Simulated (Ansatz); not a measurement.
# What a strained VO2 layer does to its nuclei

Cell: an entry of the Crystallography Open Database (COD), whose atoms a relaxation with PBE at fixed cell left in place.

```yaml
crystal:
  lattice:
    - [4.55460, 0.00000, 0.00000]
    - [0.00000, 4.55460, 0.00000]
    - [0.00000, 0.00000, 2.85280]
  atoms:
    - { symbol: V, position: [0.00000, 0.00000, 0.00000] }
    - { symbol: V, position: [0.50000, 0.50000, 0.50000] }
    - { symbol: O, position: [0.30010, 0.30010, 0.00000] }
    - { symbol: O, position: [0.19990, 0.80010, 0.50000] }
    - { symbol: O, position: [0.69990, 0.69990, 0.00000] }
    - { symbol: O, position: [0.80010, 0.19990, 0.50000] }
```

Atom numbers follow the list; atoms alike are taken as one site, whose name carries the number of the first.

Method: Kohn–Sham DFT in Ansatz, PBE, plane waves and PAW, scalar-relativistic, collinear spin, 420 eV cutoff, Γ-centred 10×10×16 k-points, Fermi–Dirac smearing 0.05 eV. Start moments as typed (μB): 1 on each V, none on the rest.

The cell is stretched along z (the third Cartesian axis of the run's cell), x and y held, and the ions relax again each time.

| strain along z (%) | V: V along z (10²¹ V/m²) | O: V along z (10²¹ V/m²) |
| --- | --- | --- |
| -3 | ? | ? |
| -2 | 0.53 | -0.01 |
| -1 | 0.48 | 0.07 |
| 0 | 0.39 | 0.15 |
| +1 | 0.40 | 0.25 |
| +2 | 0.37 | 0.34 |
| +3 | 0.34 | 0.43 |

(1) Estimate the row at -3 % from the others.

## Answers

(1) V: 0.61; O: -0.10. Worked for V: a straight line through the other 6 rows has a slope of -0.037 × 10²¹ V/m² per per cent of strain and gives 0.55 at -3 %, against 0.61 from the run; over all rows the step per per cent runs from -0.077 at the compressed end to -0.031 at the stretched end, so the response isn't a straight line. Worked for O: a straight line through the other 6 rows has a slope of 0.089 × 10²¹ V/m² per per cent of strain and gives -0.11 at -3 %, against -0.10 from the run, so the response is nearly linear here.

The run finds no gap above 0.1 eV (a metal, or nearly one), so the gradients can move by 10 % or more with the k-mesh. Semilocal functionals can leave a metal where correlation in the d or f shell opens a gap in the real compound, and that would change the values at and beside V. All moments are parallel here, as the start or the cell imposes; many such compounds order antiparallel, where fields and spin densities carried over to other atoms largely cancel. The magnetic order is the one that the run reached from its start moments, not necessarily the measured one.
